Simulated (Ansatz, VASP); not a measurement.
**SnO2 (Cassiterite): VASP beside Ansatz**

Contents of INCAR:

```
ALGO = Normal
EDIFF = 1E-7
EDIFFG = -0.01
ENCUT = 680
GGA = PE
IBRION = 2
ISIF = 3
ISMEAR = -1
LASPH = T
LCHARG = F
LREAL = F
LWAVE = F
NELM = 100
NSW = 40
PREC = Accurate
SIGMA = 0.05
```

Contents of KPOINTS:

```
k-points
0
Gamma
  6 6 8
```

The input POSCAR:

```
SnO2
1.0
    4.7380000000      0.0000000000      0.0000000000
    0.0000000000      4.7380000000      0.0000000000
    0.0000000000      0.0000000000      3.1865000000
Sn O
2 4
Direct
    0.5000000000      0.5000000000      0.5000000000
    0.0000000000      0.0000000000      0.0000000000
    0.8071000000      0.1929000000      0.5000000000
    0.6929000000      0.6929000000      0.0000000000
    0.1929000000      0.8071000000      0.5000000000
    0.3071000000      0.3071000000      0.0000000000
```

File input.yaml:

```yaml
crystal:
  lattice:
    - [4.738, 0.0, 0.0]
    - [0.0, 4.738, 0.0]
    - [0.0, 0.0, 3.1865]
  atoms:
    - { symbol: Sn, position: [0.5, 0.5, 0.5] }
    - { symbol: Sn, position: [0.0, 0.0, 0.0] }
    - { symbol: O, position: [0.8071, 0.1929, 0.5] }
    - { symbol: O, position: [0.6929, 0.6929, 0.0] }
    - { symbol: O, position: [0.1929, 0.8071, 0.5] }
    - { symbol: O, position: [0.3071, 0.3071, 0.0] }
hamiltonian:
  xc: pbe
  pseudopotentials: { kind: paw }
kpoints:
  mp_grid: { grid: [6, 6, 8] }
scf:
  occupations: { method: fermi_dirac, width: 0.05 }
output:
  forces: true
  stress: true
  write_density: true
  write_potential: true
  elf: true
  volumetric_format: npy
relax:
  f_tol: 0.01
  max_steps: 40
  cell: { stress_tol: 0.05 }
```

Alike in both runs: task relaxation of cell and atoms; functional PBE; k mesh 6 × 6 × 8; occupations fermi-dirac, width 0.05 eV; no spin polarisation.

```csv
,VASP,Ansatz
version,VASP 6.6.1,Ansatz 0.2.0
potentials or method,"VASP PAW PBE potentials, release 64 (Sn_d_GW, O_GW)",Ansatz PAW
plane-wave cutoff (eV),680,420
valence electrons in the cell,52,52
```

VASP gave:

```
gap on the k mesh at the Fermi level, each at its own relaxed structure (eV) : 0.68
relaxed volume (Å³/atom)                                                     : 12.55
relaxed cell length with the largest relative difference (Å)                 : 4.823
energy change over the relaxation (meV/atom)                                 : -20
```

Task: Which values does Ansatz return?

Result: gap on the k mesh at the Fermi level, each at its own relaxed structure (eV): 0.68; relaxed volume (Å³/atom): 12.58; relaxed cell length with the largest relative difference (Å): 4.827; energy change over the relaxation (meV/atom): -22.

Caveats: spin-orbit coupling is left out, which moves the levels of the heavy elements; the plane-wave basis is chosen anew once the cell has moved, so the energies of steps on either side of that aren't comparable (Ansatz); the pressure holds a Pulay correction of +0.8 GPa for the finite cutoff (Ansatz). Expect the measured gap to be larger: semilocal functionals such as PBE lack the derivative discontinuity. Zero-point motion and thermal expansion aren't in these numbers.
